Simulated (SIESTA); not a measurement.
MnO:

```xyz
4
Lattice="3.3717 0.0000 0.0000 -1.6859 2.9200 0.0000 0.0000 0.0000 5.3855" Properties=species:S:1:pos:R:3 pbc="T T T"
Mn    1.6859    0.9733    2.7518
Mn    0.0000    1.9467    0.0590
O     1.6859    0.9733    4.7148
O     0.0000    1.9467    2.0221
```

Measurements of this composition are mostly on another form, of space group No. 225.

Base run:

```yaml
Program: SIESTA 5.4.2
Functional: PBEsol
Potentials_or_basis: PseudoDojo 0.4 standard (PBEsol files)
Basis: DZP (energy shift 0.003 Ry; two zetas on semicore shells)
Grid_cutoff: 800 Ry
Energy_shift: 0.003 Ry
k_mesh: 9 × 9 × 5
Occupations: fermi-dirac, width 0.05 eV
Spin: collinear spin, ferromagnetic start
Starting_moments: "[4.0, 4.0, 0.0, 0.0] μB"
```

Its results: band gap on the k mesh none (metal or under the smearing width); pressure 2.2 GPa; net moment 9.99 μB per cell; site moments Mn +4.78; O +0.22 μB; largest force 0.696 eV/Å.

Problem. The run is repeated on the same cell with these changes: functional from PBEsol to LDA; potentials or basis from PseudoDojo 0.4 standard (PBEsol files) to PseudoDojo 0.4 standard (LDA files). What comes out?

Solution. Band gap on the k mesh none (metal or under the smearing width); pressure -3.1 GPa; net moment 9.92 μB per cell; site moments Mn +4.70; O +0.26 μB; largest force 0.648 eV/Å.

Caveats: short orbitals over semicore shells can move pressures by several GPa; the basis of atomic orbitals isn't converged, which shifts pressures, moduli and gaps; semilocal functionals often make such compounds metallic where correlation or magnetic order opens a gap, which also shifts bond lengths; only a ferromagnetic start was run, and an antiferromagnetic order may lie lower in energy.
